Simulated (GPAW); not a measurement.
Crystal: Sc.

```
Sc
1.0
     3.30900    0.00000    0.00000
    -1.65450    2.86568    0.00000
     0.00000    0.00000    5.27330
Sc
2
Direct
  0.66667 0.33333 0.75000
  0.33333 0.66667 0.25000
```

* Program: GPAW 26.7.0
* Task: single point
* Functional: PBE
* Potentials or basis: GPAW PAW data sets (gpaw-data 1.2.1)
* Cutoff: 600 eV
* Basis: pw
* k mesh: 9 × 9 × 5
* Occupations: fermi-dirac, width 0.05 eV
* Spin: no spin polarisation

On this cell: pressure -0.8 GPa; largest force under 0.003 eV/Å; band gap on the k mesh none (metal or under the smearing width).

The same run follows on a disturbed copy (atoms moved at random, drawn with an rms of 0.05 Å):

```
CELL_PARAMETERS angstrom
3.30900 0.00000 0.00000
-1.65450 2.86568 0.00000
0.00000 0.00000 5.27330
ATOMIC_POSITIONS crystal
Sc 0.66919 0.32393 0.74631
Sc 0.33512 0.66578 0.24690
```

Task: What does the disturbed cell give?

Result: The energy (extrapolated to zero smearing) moves by +0.2 meV/atom; pressure -0.8 GPa; largest force 0.038 eV/Å; band gap on the k mesh none (metal or under the smearing width).

Forces on the atoms (eV/Å):
```
Sc  -0.020  0.031  0.011
Sc   0.020 -0.031 -0.011
```

Stress tensor (GPa, compression positive):
```
-0.37  0.07  0.00
 0.07 -0.16  0.00
 0.00  0.00 -1.77
```
